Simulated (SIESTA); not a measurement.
C:

```
C
1.0
     0.00000    1.78337    1.78337
     1.78337    0.00000    1.78337
     1.78337    1.78337    0.00000
C
2
Direct
  0.75000 0.75000 0.75000
  0.50000 0.50000 0.50000
```

This isn't the form of C at room conditions, which is graphite.

Base run:

| Item | Value |
| --- | --- |
| Program | SIESTA 5.4.2 |
| Functional | BLYP |
| Potentials or basis | PseudoDojo 0.4 standard (PBE files) |
| Basis | DZP (energy shift 0.003 Ry) |
| Grid cutoff | 500 Ry |
| Energy shift | 0.003 Ry |
| k mesh | 13 × 13 × 13 |
| Occupations | fermi-dirac, width 0.05 eV |
| Spin | no spin polarisation |

Its results: band gap on the k mesh 4.53 eV, indirect (least direct gap 5.80 eV); pressure 24.8 GPa.

Task: After a change of settings the same cell gave: band gap on the k mesh 4.23 eV, indirect (least direct gap 5.67 eV); pressure 8.4 GPa. Which change was it?
A. functional from BLYP to AM05; potentials or basis from PseudoDojo 0.4 standard (PBE files) to PseudoDojo 0.4 standard (PBEsol files)
B. functional from BLYP to vdW-DF-cx
C. functional from BLYP to PBEsol; potentials or basis from PseudoDojo 0.4 standard (PBE files) to PseudoDojo 0.4 standard (PBEsol files)

Result: B.

Caveats: the potentials were made for another functional, which shifts forces and pressure; the basis of atomic orbitals isn't converged, which shifts pressures, moduli and gaps.

Runs at the PBE level aren't shown here.
